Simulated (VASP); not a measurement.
# BeTe (F-43m) in VASP: notebook

Runs on BeTe. Level: LDA. Tasks: single point, relaxation of cell and atoms.

Everything below comes from runs of VASP 6.6.1. Logs are shortened: lines on timing, memory, paths and dates and some standing lists are left out, and cuts for length are marked.

### Step 1. The crystal as given

Symmetry: F-43m, No. 216, cubic system. Conventional cell: a = 5.555 Å, b = 5.555 Å, c = 5.555 Å, α = 90.00°, β = 90.00°, γ = 90.00°. Be (site symmetry -43m) is surrounded by 4 Te at 2.41 Å. Around Te (site symmetry -43m) lie 4 Be at 2.41 Å.

The cell comes from a database or a generator and needn't be the stable form of this composition.

### Step 2. Single point, LDA

Input file INCAR:

```
PREC = Accurate
ENCUT = 520
EDIFF = 1E-7
ISMEAR = 0
SIGMA = 0.02
LREAL = False
LASPH = True
NELM = 100
ALGO = Fast
ISIF = 2
LWAVE = False
LCHARG = False
NBANDS = 11
```

Input file KPOINTS:

```
Automatic mesh
0
Gamma
  8 8 8
```

Input file POSCAR:

```
BeTe
1.0
    0.0000000000      2.7774298126      2.7774298126
    2.7774298126      0.0000000000      2.7774298126
    2.7774298126      2.7774298126      0.0000000000
Be Te
1 1
Direct
    0.0000000000      0.0000000000      0.0000000000
    0.2500000000      0.2500000000      0.2500000000
```

Potentials or basis: VASP PAW LDA potentials, release 64 (Be, Te).

On the command line:

```console
$ cat potpaw_LDA.64/Be/POTCAR potpaw_LDA.64/Te/POTCAR > POTCAR
$ mpirun -np 1 vasp_std > vasp.out
```

OUTCAR:

```text
PREC = Accurate
   ENCUT = 520
   EDIFF = 1E-7
   ISMEAR = 0
   LREAL = False
   LASPH = True
   NELM = 100
   ISIF = 2

 ion  position               nearest neighbor table
   1  0.000  0.000  0.000-   2 2.41   2 2.41   2 2.41   2 2.41
   2  0.250  0.250  0.250-   1 2.41   1 2.41   1 2.41   1 2.41

  LATTYP: Found a face centered cubic cell.
 ALAT       =     5.5548596252

  Lattice vectors:

 A1 = (   0.0000000000,   2.7774298126,   2.7774298126)
 A2 = (   2.7774298126,   0.0000000000,   2.7774298126)
 A3 = (   2.7774298126,   2.7774298126,   0.0000000000)

Analysis of symmetry for initial positions (statically):
=====================================================================
 Subroutine PRICEL returns:
 Original cell was already a primitive cell.

 Routine SETGRP: Setting up the symmetry group for a
 face centered cubic supercell.

 Subroutine GETGRP returns: Found 24 space group operations
 (whereof 24 operations were pure point group operations)
 out of a pool of 48 trial point group operations.

The static configuration has the point symmetry T_d .

Analysis of symmetry for dynamics (positions and initial velocities):
=====================================================================
 Subroutine PRICEL returns:
 Original cell was already a primitive cell.

 Routine SETGRP: Setting up the symmetry group for a
 face centered cubic supercell.

 Subroutine GETGRP returns: Found 24 space group operations
 (whereof 24 operations were pure point group operations)
 out of a pool of 48 trial point group operations.

The dynamic configuration has the point symmetry T_d .

 Subroutine INISYM returns: Found 24 space group operations
 (whereof 24 operations are pure point group operations),
 and found     1 'primitive' translations

----------------------------------------------------------------------------------------

                                     Primitive cell

  volume of cell :      42.8508

  direct lattice vectors                    reciprocal lattice vectors
     0.000000000  2.777429813  2.777429813    -0.180022551  0.180022551  0.180022551
     2.777429813  0.000000000  2.777429813     0.180022551 -0.180022551  0.180022551
     2.777429813  2.777429813  0.000000000     0.180022551  0.180022551 -0.180022551

  length of vectors
     3.927878910  3.927878910  3.927878910     0.311808205  0.311808205  0.311808205

  position of ions in fractional coordinates (direct lattice)
     0.000000000  0.000000000  0.000000000
     0.250000000  0.250000000  0.250000000

[... 87 lines left out ...]
   NELECT =       8.0000    total number of electrons
   NUPDOWN=      -1.0000    fix difference up-down
   EMIN   =  10.00;   EMAX   =-10.00  energy-range for DOS
   EFERMI =   0.00;   METHOD = LEGACY
   ISMEAR =     0;   SIGMA  =   0.02  broadening in eV -4-tet -1-fermi 0-gaus
   EFERMI_NEDOS =   21; number of points for ismear=-14 and -15
   IALGO  =     68    algorithm
   IMIX   =      4    mixing-type and parameters
     AMIX     =   0.40;   BMIX     =  1.00
     AMIX_MAG =   1.60;   BMIX_MAG =  1.00
  volume/ion in A,a.u.               =      21.43       144.59
  Fermi-wavevector in a.u.,A,eV,Ry     =   0.935661  1.768142 11.911370  0.875461
  Thomas-Fermi vector in A             =   2.062591
   LORBIT       =      0    0 simple, 1 ext, 2 COOP (PROOUT), +10 PAW based schemes
   GGA     = CA    functional components
   LHFCALC =     F    Hartree Fock is set to
   AEXX    =    0.0000 exact exchange contribution
   IVDW    =     0    specifies the selected vdW correction
   LEPSILON=     F    determine dielectric tensor
   LRPA    =     F    only Hartree local field effects (RPA)
 non-spin polarized calculation
 RMM-DIIS sequential band-by-band and
 Gauss-broadening in eV      SIGMA  =   0.02
  energy-cutoff  :      520.00
  volume of cell :       42.85
 maximum number of plane-waves:      1174
 NGX is ok and might be reduce to    30
   NGX = 15   NGY = 15   NGZ = 15

 number of electron       7.9999999 magnetization

 Free energy of the ion-electron system (eV)
  ---------------------------------------------------
  ext. energy  EPLUGINS =         0.00000000
  ---------------------------------------------------
  free energy    TOTEN  =        -8.72650863 eV

  energy without entropy =       -8.72650863  energy(sigma->0) =       -8.72650863

 E-fermi :   5.5141     XC(G=0):  -9.4306

 val. band max:        5.4166437002   @ k =   0.0000   0.0000   0.0000
 cond. band min:       7.1871622599   @ k =   0.5000   0.5000   0.0000
 fundamental gap:      1.7705185597
 Fermi energy:         5.5141181188

 k-point     1 :       0.0000    0.0000    0.0000
  band No.  band energies     occupation
      1      -7.1796      2.00000
      2       5.4166      2.00000
      3       5.4166      2.00000
      4       5.4166      2.00000
      5       8.9660      0.00000
      6       8.9660      0.00000
      7       8.9660      0.00000
      8       9.4467      0.00000
      9      13.6586      0.00000
     10      15.7400      0.00000
     11      15.7400      0.00000
[... 309 lines left out ...]
 k-point    24 :      -0.3750    0.2500    0.1250
  band No.  band energies     occupation
      1      -5.4858      2.00000
      2       0.0662      2.00000
      3       2.3765      2.00000
      4       3.3866      2.00000
      5       9.5367      0.00000
      6       9.8191      0.00000
      7      12.1635      0.00000
      8      13.2220      0.00000
      9      13.8917      0.00000
     10      16.9928      0.00000
     11      17.3511      0.00000

 [... further k-points ...]

------------------------ aborting loop because EDIFF is reached ----------------------------------------

  FORCE on cell =-STRESS in cart. coord.  units (eV):
  Direction    XX          YY          ZZ          XY          YZ          ZX
  --------------------------------------------------------------------------------------
  -------------------------------------------------------------------------------------
  Total        0.0705863      0.0705863      0.0705863     -0.0000000      0.0000000      0.0000000
  in kB        2.6391959      2.6391959      2.6391959     -0.0000000      0.0000000      0.0000000
  external PRESSURE =       2.6391959 kB  Pullay stress =       0.0000000 kB

 VOLUME and BASIS-vectors are now :
 -----------------------------------------------------------------------------
  energy-cutoff  :      520.00
  volume of cell :       42.85
      direct lattice vectors                 reciprocal lattice vectors
     0.000000000  2.777429813  2.777429813    -0.180022551  0.180022551  0.180022551
     2.777429813  0.000000000  2.777429813     0.180022551 -0.180022551  0.180022551
     2.777429813  2.777429813  0.000000000     0.180022551  0.180022551 -0.180022551

 POSITION                                       TOTAL-FORCE (eV/Angst)
 -----------------------------------------------------------------------------------
      0.00000      0.00000      0.00000         0.000000      0.000000      0.000000
      1.38871      1.38871      1.38871        -0.000000     -0.000000     -0.000000
 -----------------------------------------------------------------------------------
    total drift:                                0.000000      0.000000      0.000000

  FREE ENERGIE OF THE ION-ELECTRON SYSTEM (eV)
  ---------------------------------------------------
  free  energy   TOTEN  =        -8.7265086291 eV

  energy  without entropy=       -8.7265086291  energy(sigma->0) =       -8.72650863
```

OSZICAR:

```text
N       E                     dE             d eps       ncg     rms          rms(c)
DAV:   1     0.191014308935E+02    0.19101E+02   -0.32972E+03   638   0.584E+02
DAV:   2    -0.780305538497E+01   -0.26904E+02   -0.25929E+02   852   0.913E+01
DAV:   3    -0.893129796639E+01   -0.11282E+01   -0.11264E+01   812   0.198E+01
DAV:   4    -0.894346899290E+01   -0.12171E-01   -0.12170E-01   739   0.243E+00
DAV:   5    -0.894369594569E+01   -0.22695E-03   -0.22695E-03   779   0.322E-01    0.449E+00
RMM:   6    -0.878080440917E+01    0.16289E+00   -0.51548E-02   640   0.106E+00    0.257E+00
RMM:   7    -0.872700202848E+01    0.53802E-01   -0.62666E-02   689   0.128E+00    0.483E-01
RMM:   8    -0.872639165061E+01    0.61038E-03   -0.83666E-03   728   0.593E-01    0.101E-01
RMM:   9    -0.872648396553E+01   -0.92315E-04   -0.90383E-04   773   0.212E-01    0.512E-02
RMM:  10    -0.872650831534E+01   -0.24350E-04   -0.23423E-04   793   0.909E-02    0.303E-02
RMM:  11    -0.872650808923E+01    0.22612E-06   -0.15189E-05   777   0.293E-02    0.946E-03
RMM:  12    -0.872650853461E+01   -0.44538E-06   -0.36335E-06   809   0.136E-02    0.744E-03
RMM:  13    -0.872650862911E+01   -0.94500E-07   -0.67593E-07   768   0.541E-03
   1 F= -.87265086E+01 E0= -.87265086E+01  d E =-.319473E-14
```

stdout:

```text
POSCAR found type information on POSCAR BeTe
 POSCAR found :  2 types and       2 ions
 scaLAPACK will be used
 LDA part: xc-table for (Slater(with rela. corr.)+CA(PZ))
 , standard interpolation
 POSCAR, INCAR and KPOINTS ok, starting setup
 FFT: planning ... GRIDC
 FFT: planning ... GRID_SOFT
 FFT: planning ... GRID
 WAVECAR not read
 entering main loop
```

It took 18 s on 1 thread of Intel Xeon Platinum 8488C (Sapphire Rapids), shared host; peak memory 0.15 GiB.

Results:

| Item | Value |
| --- | --- |
| Free energy | -8.7265 eV |
| Pressure | 0.3 GPa |
| Band gap on the k mesh | 1.77 eV, indirect (least direct gap 3.55 eV) |

Caveat: spin-orbit coupling is left out, which moves the levels of the heavy elements. A k mesh can miss the band edges.

### Step 3. Relaxation of cell and atoms, LDA

This run uses another cell than the first one, of 22.70 Å³/atom, 1.060 times its volume.

Input file INCAR:

```
SYSTEM = BeTe
  PREC = Accurate
  ENCUT = 600
  EDIFF = 1E-6
  ISMEAR = 0
  SIGMA = 0.02
  LREAL = .FALSE.
  LASPH = .TRUE.
  NELM = 100
  ALGO = Fast
  ISIF = 3
  LWAVE = .FALSE.
  LCHARG = .FALSE.
  IBRION = 2
  NSW = 100
  EDIFFG = -0.002
```

Input file KPOINTS:

```
Automatic mesh
0
G
  8 8 8
  0 0 0
```

Input file POSCAR:

```
BeTe
1.0
    0.0000000000      2.8314587900      2.8314587900
    2.8314587900      0.0000000000      2.8314587900
    2.8314587900      2.8314587900      0.0000000000
Be Te
1 1
Direct
    0.0000000000      0.0000000000      0.0000000000
    0.2500000000      0.2500000000      0.2500000000
```

Potentials or basis: VASP PAW LDA potentials, release 64 (Be, Te).

On the command line:

```console
$ cat potpaw_LDA.64/Be/POTCAR potpaw_LDA.64/Te/POTCAR > POTCAR
$ mpirun -np 1 vasp_std > vasp.out
```

OUTCAR:

```text
SYSTEM = BeTe
   PREC = Accurate
   ENCUT = 600
   EDIFF = 1E-6
   ISMEAR = 0
   LREAL = .FALSE.
   LASPH = .TRUE.
   NELM = 100
   ISIF = 3
   IBRION = 2
   NSW = 100
   EDIFFG = -0.002

 ion  position               nearest neighbor table
   1  0.000  0.000  0.000-   2 2.45   2 2.45   2 2.45   2 2.45
   2  0.250  0.250  0.250-   1 2.45   1 2.45   1 2.45   1 2.45

  LATTYP: Found a face centered cubic cell.
 ALAT       =     5.6629175800

  Lattice vectors:

 A1 = (   0.0000000000,   2.8314587900,   2.8314587900)
 A2 = (   2.8314587900,   0.0000000000,   2.8314587900)
 A3 = (   2.8314587900,   2.8314587900,   0.0000000000)

Analysis of symmetry for initial positions (statically):
=====================================================================
 Subroutine PRICEL returns:
 Original cell was already a primitive cell.

 Routine SETGRP: Setting up the symmetry group for a
 face centered cubic supercell.

 Subroutine GETGRP returns: Found 24 space group operations
 (whereof 24 operations were pure point group operations)
 out of a pool of 48 trial point group operations.

The static configuration has the point symmetry T_d .

Analysis of symmetry for dynamics (positions and initial velocities):
=====================================================================
 Subroutine PRICEL returns:
 Original cell was already a primitive cell.

 Routine SETGRP: Setting up the symmetry group for a
 face centered cubic supercell.

 Subroutine GETGRP returns: Found 24 space group operations
 (whereof 24 operations were pure point group operations)
 out of a pool of 48 trial point group operations.

The dynamic configuration has the point symmetry T_d .

 Subroutine INISYM returns: Found 24 space group operations
 (whereof 24 operations are pure point group operations),
 and found     1 'primitive' translations

----------------------------------------------------------------------------------------

[... 132 lines left out ...]
--------------------------------------- Ionic step        1  -------------------------------------------

 number of electron       8.0000000 magnetization

 Free energy of the ion-electron system (eV)
  ---------------------------------------------------
  ext. energy  EPLUGINS =         0.00000000
  ---------------------------------------------------
  free energy    TOTEN  =        -8.70291054 eV

  energy without entropy =       -8.70291054  energy(sigma->0) =       -8.70291054

------------------------ aborting loop because EDIFF is reached ----------------------------------------

  FORCE on cell =-STRESS in cart. coord.  units (eV):
  Direction    XX          YY          ZZ          XY          YZ          ZX
  --------------------------------------------------------------------------------------
  -------------------------------------------------------------------------------------
  Total       -0.8711128     -0.8711128     -0.8711128     -0.0000000      0.0000000      0.0000000
  in kB      -30.7414431    -30.7414431    -30.7414431     -0.0000000      0.0000000      0.0000000
  external PRESSURE =     -30.7414431 kB  Pullay stress =       0.0000000 kB
[... 59 lines left out ...]
--------------------------------------- Ionic step        3  -------------------------------------------

 number of electron       8.0000000 magnetization

 Free energy of the ion-electron system (eV)
  ---------------------------------------------------
  ext. energy  EPLUGINS =         0.00000000
  ---------------------------------------------------
  free energy    TOTEN  =        -8.72678178 eV

  energy without entropy =       -8.72678178  energy(sigma->0) =       -8.72678178

 E-fermi :   5.4923     XC(G=0):  -9.4156

 val. band max:        5.3718916211   @ k =   0.0000   0.0000   0.0000
 cond. band min:       7.1516446879   @ k =   0.5000   0.5000   0.0000
 fundamental gap:      1.7797530668
 Fermi energy:         5.4923342729

 k-point     1 :       0.0000    0.0000    0.0000
  band No.  band energies     occupation
      1      -7.1979      2.00000
      2       5.3719      2.00000
      3       5.3719      2.00000
      4       5.3719      2.00000
      5       8.9246      0.00000
      6       8.9246      0.00000
      7       8.9246      0.00000
      8       9.3728      0.00000
[... 243 lines left out ...]
 k-point    24 :      -0.3750    0.2500    0.1250
  band No.  band energies     occupation
      1      -5.5160      2.00000
      2       0.0446      2.00000
      3       2.3457      2.00000
      4       3.3535      2.00000
      5       9.4935      0.00000
      6       9.7691      0.00000
      7      12.1064      0.00000
      8      13.1644      0.00000

 [... further k-points ...]

------------------------ aborting loop because EDIFF is reached ----------------------------------------

  FORCE on cell =-STRESS in cart. coord.  units (eV):
  Direction    XX          YY          ZZ          XY          YZ          ZX
  --------------------------------------------------------------------------------------
  -------------------------------------------------------------------------------------
  Total        0.0033714      0.0033714      0.0033714     -0.0000000      0.0000000      0.0000000
  in kB        0.1255705      0.1255705      0.1255705     -0.0000000      0.0000000      0.0000000
  external PRESSURE =       0.1255705 kB  Pullay stress =       0.0000000 kB
[... 17 lines left out ...]
  FREE ENERGIE OF THE ION-ELECTRON SYSTEM (eV)
  ---------------------------------------------------
  free  energy   TOTEN  =        -8.7267817751 eV

  energy  without entropy=       -8.7267817751  energy(sigma->0) =       -8.72678178

 reached required accuracy - stopping structural energy minimisation
```

CONTCAR:

```text
BeTe
   1.00000000000000
    -0.0000000000000000    2.7809925823336523    2.7809925823336523
     2.7809925823336523    0.0000000000000000    2.7809925823336523
     2.7809925823336523    2.7809925823336523    0.0000000000000000
  Be              Te
     1     1
Direct
     0.0000000000000000    0.0000000000000000    0.0000000000000000
     0.2500000000000000    0.2500000000000000    0.2500000000000000

  0.00000000E+00  0.00000000E+00  0.00000000E+00
  0.00000000E+00  0.00000000E+00  0.00000000E+00
```

Run time: 20 s. Hardware: 1 thread of Intel Xeon Platinum 8488C (Sapphire Rapids), shared host; peak memory 0.16 GiB.

What came out:

```yaml
Free_energy: -8.7268 eV
Relaxed_volume: 21.51 Å³/atom
Relaxed_cell: a = 3.933 Å, b = 3.933 Å, c = 3.933 Å, α = 60.00°, β = 60.00°, γ = 60.00°
Space_group_after_relaxing_to_0.05_Å: F-43m (No. 216)
Energy_gained_by_relaxing: 11.9 meV/atom
Ionic_steps: 3
Pressure_after_relaxing: 0.0 GPa
Band_gap_on_the_k_mesh: 1.78 eV, indirect (least direct gap 3.55 eV)
```

The path:
```csv
step,energy change (eV),largest force (eV/Å),pressure (GPa),volume (Å³)
1,0.0000,0.0000,-3.07,45.40
2,-0.0230,0.0000,0.63,42.60
3,-0.0239,0.0000,0.01,43.02
```

Final structure:
```yaml
crystal:
  lattice:
    - [0.00000, 2.78099, 2.78099]
    - [2.78099, 0.00000, 2.78099]
    - [2.78099, 2.78099, 0.00000]
  atoms:
    - { symbol: Be, position: [0.00000, 0.00000, 0.00000] }
    - { symbol: Te, position: [0.25000, 0.25000, 0.25000] }
```

Caveat: spin-orbit coupling is left out, which moves the levels of the heavy elements. A k mesh can miss the band edges.

### Step 4. Single point, LDA

Input file INCAR:

```
SYSTEM = BeTe
PREC = Accurate ; ENCUT = 520
EDIFF = 1E-7 ; ISMEAR = 0
SIGMA = 0.02 ; LREAL = .FALSE.
LASPH = .TRUE. ; NELM = 100
ALGO = Normal ; ISIF = 2
LWAVE = .FALSE. ; LCHARG = .TRUE.
LELF = .TRUE. ; LVHAR = .TRUE.
NBANDS = 11
```

Input file KPOINTS:

```
regular mesh
0
G
  8 8 8
  0 0 0
```

Input file POSCAR:

```
BeTe
1.0
    0.0000000000      2.7774298126      2.7774298126
    2.7774298126      0.0000000000      2.7774298126
    2.7774298126      2.7774298126      0.0000000000
Be Te
1 1
Direct
    0.0000000000      0.0000000000      0.0000000000
    0.2500000000      0.2500000000      0.2500000000
```

On the command line:

```console
$ cat potpaw_LDA.64/Be/POTCAR potpaw_LDA.64/Te/POTCAR > POTCAR
$ mpirun -np 1 vasp_std > vasp.out
```

Wall time 11 s (1 thread of Intel Xeon Platinum 8488C (Sapphire Rapids), shared host); peak memory 0.15 GiB.

The run converged. Its results:

| Quantity | Value |
| --- | --- |
| Free energy | -8.7265 eV |
| Pressure | 0.3 GPa |
| Band gap on the k mesh | 1.77 eV, indirect (least direct gap 3.55 eV) |

Levels at points of the mesh, in eV from the valence-band top:
| k point | band 1 | band 2 | band 3 | band 4 | band 5 | band 6 | band 7 | band 8 |
| --- | --- | --- | --- | --- | --- | --- | --- | --- |
| (0.00, 0.00, 0.00) | -12.60 | 0.00 | 0.00 | 0.00 | 3.55 | 3.55 | 3.55 | 4.03 |
| (0.50, 0.00, 0.00) | -11.16 | -5.80 | -1.20 | -1.20 | 3.17 | 4.54 | 4.54 | 7.63 |
| (0.50, 0.50, 0.00) | -10.63 | -5.30 | -2.80 | -2.80 | 1.77 | 2.59 | 9.86 | 9.86 |

Caveat: spin-orbit coupling is left out, which moves the levels of the heavy elements. A k mesh can miss the band edges.
